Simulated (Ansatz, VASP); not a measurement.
## Two plane-wave programs on Si2Mo

INCAR

```
SYSTEM = Si2Mo
PREC = Accurate
ENCUT = 520
EDIFF = 1E-6
ISMEAR = 0
SIGMA = 0.1
LREAL = .FALSE.
LASPH = .TRUE.
NELM = 60
ALGO = Normal
ISIF = 2
LWAVE = .FALSE.
LCHARG = .FALSE.
NBANDS = 18
```

Contents of KPOINTS:

```
Automatic mesh
0
G
  8 8 8
  0 0 0
```

The input POSCAR:

```
Si2Mo
1.0
   -1.6021322800      1.6021322800      3.9080959800
    1.6021322800     -1.6021322800      3.9080959800
    1.6021322800      1.6021322800     -3.9080959800
Si Mo
2 1
Direct
    0.6645706300      0.6645706300      0.0000000000
    0.3354293700      0.3354293700      0.0000000000
    0.0000000000      0.0000000000      0.0000000000
```

Input for Ansatz:

```yaml
crystal:
  lattice:
    - [-1.60213228, 1.60213228, 3.90809598]
    - [1.60213228, -1.60213228, 3.90809598]
    - [1.60213228, 1.60213228, -3.90809598]
  atoms:
    - { symbol: Si, position: [0.66457063, 0.66457063, 0.0] }
    - { symbol: Si, position: [0.33542937, 0.33542937, 0.0] }
    - { symbol: Mo, position: [0.0, 0.0, 0.0] }
basis:
  ecutwfc: 420
kpoints:
  mp_grid: { grid: [8, 8, 8] }
hamiltonian:
  xc: lda
  pseudopotentials: { kind: paw, azcp: { folder: soft_1 } }
scf:
  occupations: { method: gaussian, width: 0.1 }
output:
  forces: true
  stress: true
  eigenvalues: true
```

The cell is a database's computed one.

Alike in both runs: task single point; functional LDA; k mesh 8 × 8 × 8; occupations gaussian, width 0.1 eV; no spin polarisation.

|  | VASP | Ansatz |
| --- | --- | --- |
| version | VASP 6.6.1 | Ansatz 0.2.0 |
| potentials or method | VASP PAW LDA potentials, release 64 (Si, Mo_sv) | scalar-relativistic, plane waves, PAW |
| plane-wave cutoff (eV) | 520 | 420 |
| valence electrons in the cell | 22 | 22 |

|  | VASP | Ansatz | Ansatz less VASP |
| --- | --- | --- | --- |
| gap on the k mesh at the Fermi level (eV) | none | none | - |
| pressure (GPa) | -4.5 | -5.0 | -0.54 |
| largest component of the traceless stress (GPa) | 0.62 | 0.61 | -0.016 |
| rms of the force components (eV/Å) | 0.015 | 0.020 | +0.0047 |

Atom by atom the forces differ by 0.005 eV/Å (rms over components). A gap of «none» marks a metal or a gap that the smearing closes. Ansatz warned: «pseudo_functional_mismatch».
